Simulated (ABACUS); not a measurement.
Crystal: Ti.

```
Ti
1.0
    -1.64100    1.64100    1.64100
     1.64100   -1.64100    1.64100
     1.64100    1.64100   -1.64100
Ti
1
Cartesian
  0.0000 0.0000 0.0000
```

This isn't the form of Ti at room conditions, which is hcp.

Program: ABACUS 3.10.1. Alike in all runs: task single point; no spin polarisation; cell as given; k mesh 9 × 9 × 9; smearing fermi-dirac 0.05 eV.

**Question.** Order these runs on this cell by their pressure, lowest first.
A. level HCTH407; potentials or basis GBRV ultrasoft 1.5 PBE, plane waves; cutoff (eV) 544
B. level rPW86PBE; potentials or basis SSSP 1.3 efficiency PBE, plane waves; cutoff (eV) 748
C. level PBEsol; potentials or basis SSSP 1.3 efficiency PBE, plane waves; cutoff (eV) 748

**Answer.** C (-6.5 GPa), A (-3.1 GPa), B (-0.3 GPa).

Caveats: the potentials were made for another functional, which shifts forces and pressure.

Runs at the PBE level aren't shown here.
